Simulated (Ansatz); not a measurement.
Method: DFT PBE, scalar-relativistic, plane waves, PAW (Ansatz). All cells share a 420 eV cutoff and Γ-centred k meshes spaced at most about 0.3 Å⁻¹ (about 0.25 or finer for metals, 2π included). No spin polarisation.

All energies are static (0 K, no zero-point motion).

Two relaxed structures of Si5Mo:

A. Space group R-3m (No. 166), trigonal, a = 7.562 Å, c = 7.030 Å. Si on a site of symmetry 2/m is surrounded by 2 Mo at 2.48 Å and 2 Si at 2.52 Å; around Si on a site of symmetry 3m lie 1 Si at 2.16 Å, 1 Mo at 2.43 Å and 3 Si at 2.52 Å; Mo is surrounded by 8 Si at 2.43–2.48 Å.

B. Space group P-6m2 (No. 187), hexagonal, a = 2.909 Å, c = 12.161 Å. Si on a site of symmetry 3m is surrounded by 3 Mo at 2.57 Å, 3 Si at 2.62 Å and 6 Si at 2.91 Å; Si on a second site of symmetry 3m is surrounded by 6 Si at 2.62–2.70 Å and 6 Si at 2.91 Å; Si on a site of symmetry -6m2 is surrounded by 6 Si at 2.70 Å and 6 Si at 2.91 Å; around Mo lie 6 Si at 2.57 Å and 6 Mo at 2.91 Å.

Question: Which is lower in energy, and by how much?

Answer: B is lower, by 243 meV/atom. A has space group R-3m (No. 166), 19.3 Å³/atom and no gap on its mesh; B has Si and Mo ordered on hcp sites, space group P-6m2 (No. 187), 14.8 Å³/atom and no gap. Counting Si atoms around Mo (those within 1.25 times the shortest such distance or 1.15 times the sum of covalent radii), A has Mo 8 and B has Mo 6. A holds Si–Si bonds in all directions (shortest 2.16 Å); in B the shortest Si–Si distance is 2.62 Å, near bonding range too. The denser one is the lower, and pressure would at first widen the difference. Even the lower one lies +0.34 eV/atom against the reference forms of the elements (uncorrected), so neither is stable at this level. Both come from invented guesses.

Cells relaxed within their symmetry can be saddle points.

The preference for B probably reflects a poor compromise in A rather than any particular strength of the hcp arrangement. In A, the Si–Si contact of 2.16 Å is far shorter than a normal single bond and close to a double bond, while the next Si–Si contacts, at 2.52 Å, are already stretched. The framework thus gains neither the strain-free tetrahedral bonding of elemental silicon nor efficient metallic packing. B spreads its bonding over many longer contacts and keeps Mo–Si distances typical of silicides. Its density alone doesn't explain the lower energy, since compression work plays no part at zero pressure.

B nevertheless forces silicon into close-packed layers, an arrangement silicon favours only under strong compression, and confines Mo–Si contact to the layers beside Mo. This suggests why it remains above the elements. The known disilicide, MoSi₂, is a stable compound, so a mixture of it with silicon is a more demanding reference than the elements, and the ordering of A and B says nothing about other structures at this composition.
